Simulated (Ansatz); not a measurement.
Wires are cut from relaxed bulk ZnSe (F-43m, 22.34 Å³/atom, gap on the mesh 1.24 eV); atoms and period are relaxed, and energies count from that bulk.

Theory: DFT PBEsol, scalar-relativistic, plane waves, PAW (Ansatz).

Cutoff 420 eV, Gaussian smearing of 0.05 eV, energies at zero smearing, symmetry of each start kept, collinear spin where a moment is listed.

| start | atoms | k mesh | excess energy (eV per host atom) | line energy (eV/Å) | period (Å) | gap on the mesh (eV) | highest filled level or Fermi level under vacuum (eV) | size of the moment (μB per cell) |
| --- | --- | --- | --- | --- | --- | --- | --- | --- |
| [111] wire, 8 host atoms a period* | 8 | 1×1×4 | 0.618 | 0.604 | 8.188 | 2.35 | 5.62 | 0.00 |
| [111] wire, 16 host atoms a period* | 16 | 1×1×4 | 0.418 | 0.706 | 9.463 | 2.03 | - | 0.00 |

A dash: not computed, or not clear enough to read.

* ends far from its start.

Each run keeps its start's symmetry and one magnetic start, so lower states can exist.

Cost: 2 runs of about 93 core-minutes in all, on Intel Xeon Platinum 8375C (Ice Lake) (shared hosts).